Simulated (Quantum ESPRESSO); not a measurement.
# HgTe: band structure with LDA

Crystal: HgTe.

```
CELL_PARAMETERS angstrom
-3.04560 3.04560 1.55941
3.04560 -3.04560 1.55941
3.04560 3.04560 -1.55941
ATOMIC_POSITIONS crystal
Hg 0.75000 0.25000 0.50000
Te 0.00000 0.00000 0.00000
```

Measurements of this composition are mostly on another form, of space group No. 216.

| Item | Value |
| --- | --- |
| Program | Quantum ESPRESSO 7.5 |
| Task | band structure |
| Functional | LDA |
| Potentials or basis | GBRV 1.5 LDA |
| Cutoff | 612 eV |
| Density cutoff | 4898 eV |
| k mesh | 10 × 10 × 10 |
| Occupations | fermi-dirac, width 0.05 eV |
| Spin | no spin polarisation |
| Form of the LDA correlation | PZ81 |
| Mixing beta | 0.5 |
| Most SCF iterations | 120 |
| SCF threshold | 4e-10 Ry |

* Pressure: -4.8 GPa
* Band gap on the k mesh: none (metal or under the smearing width)

Stress tensor (GPa, compression positive):
```
-6.18  0.00  0.00
 0.00 -6.18  0.00
 0.00  0.00 -2.16
```

Levels at the corners of the path, in eV from the Fermi level:
| point | band 5 | band 6 | band 7 | band 8 | band 9 | band 10 | band 11 | band 12 | band 13 | band 14 |
| --- | --- | --- | --- | --- | --- | --- | --- | --- | --- | --- |
| Γ | -6.09 | -6.09 | -3.51 | -2.34 | -2.34 | 3.54 | 4.71 | 6.99 | 6.99 | 9.30 |
| X | -6.07 | -6.04 | -6.00 | -0.78 | 1.53 | 1.95 | 2.90 | 3.47 | 9.01 | 10.65 |
| M | -6.06 | -6.05 | -4.42 | -4.23 | -4.23 | 3.23 | 7.38 | 8.00 | 8.00 | 12.23 |
| Γ | -6.09 | -6.09 | -3.51 | -2.34 | -2.34 | 3.54 | 4.71 | 6.99 | 6.99 | 9.30 |
| Z | -6.30 | -5.93 | -3.65 | -2.12 | -2.09 | -2.09 | 4.02 | 5.71 | 5.71 | 9.59 |
| P | -6.35 | -6.17 | -4.43 | -2.76 | -1.72 | 2.22 | 3.14 | 5.46 | 6.04 | 7.76 |
| N | -6.32 | -6.10 | -4.42 | -1.87 | -1.00 | -0.16 | 3.22 | 3.84 | 5.93 | 8.28 |
| Z1 | -6.30 | -5.93 | -3.65 | -2.12 | -2.09 | -2.09 | 4.02 | 5.71 | 5.71 | 9.59 |
| M | -6.06 | -6.05 | -4.42 | -4.23 | -4.23 | 3.23 | 7.38 | 8.00 | 8.00 | 12.23 |
| X | -6.07 | -6.04 | -6.00 | -0.78 | 1.53 | 1.95 | 2.90 | 3.47 | 9.01 | 10.65 |
| P | -6.35 | -6.17 | -4.43 | -2.76 | -1.72 | 2.22 | 3.14 | 5.46 | 6.04 | 7.76 |

Run time: 26 s on 2 MPI ranks on AMD EPYC 9R45 96-Core Processor (Zen 5) (shared host), peak memory 0.38 GiB a rank.

Caveat: spin-orbit coupling is left out, which moves the levels of the heavy elements.
